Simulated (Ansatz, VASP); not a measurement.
# Cu: VASP beside Ansatz

```xyz
1
Lattice="0.0000 1.8448 1.7352 1.8448 0.0000 1.7352 1.8448 1.8448 0.0000" Properties=species:S:1:pos:R:3 pbc="T T T"
Cu    0.0000    0.0000    0.0000
```

Change from the starting cell: z stretched by -4 % at fixed volume.

Alike in both runs: task single point; functional PBE; k mesh 17 × 17 × 17; occupations fermi-dirac, width 0.03 eV; no spin polarisation.

|  | VASP | Ansatz |
| --- | --- | --- |
| version | VASP 6.6.1 | Ansatz 0.2.0 |
| potentials or method | VASP PAW PBE potentials, release 64 (Cu), cutoff 520 eV | all-electron LAPW, scalar-relativistic |

Ansatz gave:

```
pressure (GPa)                                  : 1.7
largest component of the traceless stress (GPa) : 1.35
```

Question: Estimate VASP's values.

Answer: Pressure (GPa): 2.3; largest component of the traceless stress (GPa): 1.27.

Ansatz ran all-electron here, so the differences hold the error of VASP's frozen core and of both bases.
